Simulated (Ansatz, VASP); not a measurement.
# Two plane-wave programs on AgCl (Chlorargyrite)

```
Ag Cl
1.0
     0.00000    2.77099    2.77099
     2.77099    0.00000    2.77099
     2.77099    2.77099    0.00000
Ag Cl
1 1
Direct
  0.00000 0.00000 0.00000
  0.50000 0.50000 0.50000
```

Change from the starting cell: volume scaled by 1.04.

Alike in both runs: task single point; functional PBEsol; k mesh 8 × 8 × 8; occupations fermi-dirac, width 0.05 eV; no spin polarisation.

|  | VASP | Ansatz |
| --- | --- | --- |
| version | VASP 6.6.1 | Ansatz 0.2.0 |
| potentials or method | VASP PAW PBE potentials, release 64 (Ag, Cl) | Ansatz PAW |
| plane-wave cutoff (eV) | 520 | 420 |
| valence electrons in the cell | 18 | 26 |

```csv
,VASP,Ansatz,Ansatz less VASP
gap on the k mesh at the Fermi level (eV),0.73,0.73,+0.002
least direct gap on the mesh (eV),3.05,3.05,+0.002
pressure (GPa),-2.6,-2.5,+0.10
```

The two sets of potentials don't hold the same shells in valence.

Caveats: the PAW data sets were made with another functional, which shifts forces and pressure a little (VASP); the PAW data sets come from PBE, with cores solved anew for the run's functional, which leaves a small shift of forces and pressure (Ansatz). A k mesh can miss the band edges.
